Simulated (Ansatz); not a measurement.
## Molecular dynamics of TiO2

Input file:

```yaml
accuracy: low
crystal:
  lattice:
    - [3.919671, 0.0, 0.0]
    - [0.0, 3.919671, 0.0]
    - [0.0, 0.0, 9.888211]
  atoms:
    - { symbol: Ti, position: [0.0, 0.0, 0.0] }
    - { symbol: Ti, position: [0.0, 0.5, 0.25] }
    - { symbol: O, position: [0.0, 0.0, 0.2078] }
    - { symbol: O, position: [0.0, 0.5, 0.4578] }
    - { symbol: O, position: [0.0, 0.5, 0.0422] }
    - { symbol: O, position: [0.0, 0.0, 0.7922] }
    - { symbol: Ti, position: [0.5, 0.5, 0.5] }
    - { symbol: Ti, position: [0.5, 0.0, 0.75] }
    - { symbol: O, position: [0.5, 0.5, 0.7078] }
    - { symbol: O, position: [0.5, 0.0, 0.9578] }
    - { symbol: O, position: [0.5, 0.0, 0.5422] }
    - { symbol: O, position: [0.5, 0.5, 0.2922] }
basis:
  ecutwfc: 420.0
kpoints:
  mp_grid: { grid: [3, 3, 1] }
hamiltonian:
  xc: pbe
  dispersion: d3bj
  pseudopotentials: { kind: paw, azcp: { folder: soft_1 } }
scf:
  occupations: { method: fermi_dirac, width: 0.36 }
  lower_state_search: "off"
md:
  timestep: 0.75
  n_steps: 200
  ensemble: nvt_langevin
  temperature: 4200.0
  initial_velocities: maxwell_boltzmann
  seed: 783860
  friction: 0.02
```

Command:

```bash
$ ansatz run input.yaml --threads 1 --pin off --max-ram 3072MiB --backend cpu --events-out ev --progress --plain --runs-dir out
```

It starts from an unrelaxed structure (largest force component 0.34 eV/Å).

Output, in part (step lines):

```
md step     0: t =     0.00 fs  T =  3850.0 K  F+E_penalty+E_count = -14556.95769639 eV  E_kin = 5.971812 eV  (9 SCF iters)
md step     1: t =     0.75 fs  T =  3812.3 K  F+E_penalty+E_count = -14556.94126160 eV  E_kin = 5.913329 eV  (8 SCF iters)
md step     2: t =     1.50 fs  T =  4088.7 K  F+E_penalty+E_count = -14556.90419085 eV  E_kin = 6.342004 eV  (9 SCF iters)
md step     3: t =     2.25 fs  T =  3980.6 K  F+E_penalty+E_count = -14556.84644091 eV  E_kin = 6.174367 eV  (9 SCF iters)
md step     4: t =     3.00 fs  T =  3928.7 K  F+E_penalty+E_count = -14556.77461364 eV  E_kin = 6.093963 eV  (8 SCF iters)
md step     5: t =     3.75 fs  T =  3759.1 K  F+E_penalty+E_count = -14556.68796259 eV  E_kin = 5.830782 eV  (6 SCF iters)
md step     6: t =     4.50 fs  T =  3607.3 K  F+E_penalty+E_count = -14556.58435602 eV  E_kin = 5.595321 eV  (6 SCF iters)
md step     7: t =     5.25 fs  T =  3627.6 K  F+E_penalty+E_count = -14556.46345883 eV  E_kin = 5.626853 eV  (6 SCF iters)
[... lines left out ...]
md step   199: t =   149.25 fs  T =  4397.7 K  F+E_penalty+E_count = -14551.22941993 eV  E_kin = 6.821399 eV  (7 SCF iters)
md step   200: t =   150.00 fs  T =  4394.9 K  F+E_penalty+E_count = -14551.11355836 eV  E_kin = 6.816979 eV  (8 SCF iters)
```

The steps, from the saved trajectory:

```json
{"time (fs)": "0", "T (K)": "3850", "potential energy less start (eV)": "0.000"}
{"time (fs)": "4.5", "T (K)": "3607", "potential energy less start (eV)": "0.373"}
{"time (fs)": "9", "T (K)": "2895", "potential energy less start (eV)": "1.502"}
{"time (fs)": "13.5", "T (K)": "2006", "potential energy less start (eV)": "3.385"}
{"time (fs)": "18", "T (K)": "2375", "potential energy less start (eV)": "3.825"}
{"time (fs)": "22.5", "T (K)": "2918", "potential energy less start (eV)": "3.016"}
{"time (fs)": "27", "T (K)": "2903", "potential energy less start (eV)": "2.606"}
{"time (fs)": "31.5", "T (K)": "2587", "potential energy less start (eV)": "3.465"}
{"time (fs)": "36", "T (K)": "1949", "potential energy less start (eV)": "4.456"}
{"time (fs)": "40.5", "T (K)": "2482", "potential energy less start (eV)": "4.788"}
{"time (fs)": "45", "T (K)": "2954", "potential energy less start (eV)": "4.324"}
{"time (fs)": "49.5", "T (K)": "3382", "potential energy less start (eV)": "4.046"}
{"time (fs)": "54", "T (K)": "3367", "potential energy less start (eV)": "3.618"}
{"time (fs)": "58.5", "T (K)": "3401", "potential energy less start (eV)": "2.878"}
{"time (fs)": "63", "T (K)": "5083", "potential energy less start (eV)": "2.315"}
{"time (fs)": "67.5", "T (K)": "5792", "potential energy less start (eV)": "2.453"}
{"time (fs)": "72", "T (K)": "4501", "potential energy less start (eV)": "3.213"}
{"time (fs)": "76.5", "T (K)": "3688", "potential energy less start (eV)": "4.356"}
{"time (fs)": "81", "T (K)": "2798", "potential energy less start (eV)": "4.866"}
{"time (fs)": "85.5", "T (K)": "3761", "potential energy less start (eV)": "4.982"}
{"time (fs)": "90", "T (K)": "3766", "potential energy less start (eV)": "5.263"}
{"time (fs)": "94.5", "T (K)": "3417", "potential energy less start (eV)": "5.747"}
{"time (fs)": "99", "T (K)": "3481", "potential energy less start (eV)": "6.038"}
{"time (fs)": "103.5", "T (K)": "3491", "potential energy less start (eV)": "6.100"}
{"time (fs)": "108", "T (K)": "4016", "potential energy less start (eV)": "6.089"}
{"time (fs)": "112.5", "T (K)": "3485", "potential energy less start (eV)": "6.951"}
{"time (fs)": "117", "T (K)": "2565", "potential energy less start (eV)": "7.495"}
{"time (fs)": "121.5", "T (K)": "2731", "potential energy less start (eV)": "6.821"}
{"time (fs)": "126", "T (K)": "3431", "potential energy less start (eV)": "5.716"}
{"time (fs)": "130.5", "T (K)": "4346", "potential energy less start (eV)": "4.907"}
{"time (fs)": "135", "T (K)": "5085", "potential energy less start (eV)": "4.585"}
{"time (fs)": "139.5", "T (K)": "4123", "potential energy less start (eV)": "4.640"}
{"time (fs)": "144", "T (K)": "4551", "potential energy less start (eV)": "5.026"}
{"time (fs)": "148.5", "T (K)": "4504", "potential energy less start (eV)": "5.622"}
```

All steps were run. The mean temperature of the second half is 12 % below the set value. A run of 0.15 ps of so small a system gives no equilibrium averages. Limits of this set-up: coarse k mesh, low accuracy level.

Mean squared displacements from the first frame to the last, about the centre of mass: Ti 0.19 Å², O 0.18 Å².

Last frame:

```xyz
12
Lattice="3.9197 0.0000 0.0000 0.0000 3.9197 0.0000 0.0000 0.0000 9.8882" Properties=species:S:1:pos:R:3
Ti -0.835 -0.373 -0.184
Ti 0.200 1.842 2.159
O -0.406 -0.149 1.738
O -0.440 1.472 4.145
O -0.572 1.821 -0.109
O -0.504 -0.122 7.572
Ti 1.308 1.588 4.617
Ti 1.830 -0.301 7.164
O 1.410 1.848 7.053
O 1.317 0.233 9.354
O 1.140 -0.102 4.958
O 2.055 2.061 2.086
```

Run time: 14 min on 1 thread of Arm Neoverse V2 (shared host), peak memory 0.44 GiB.
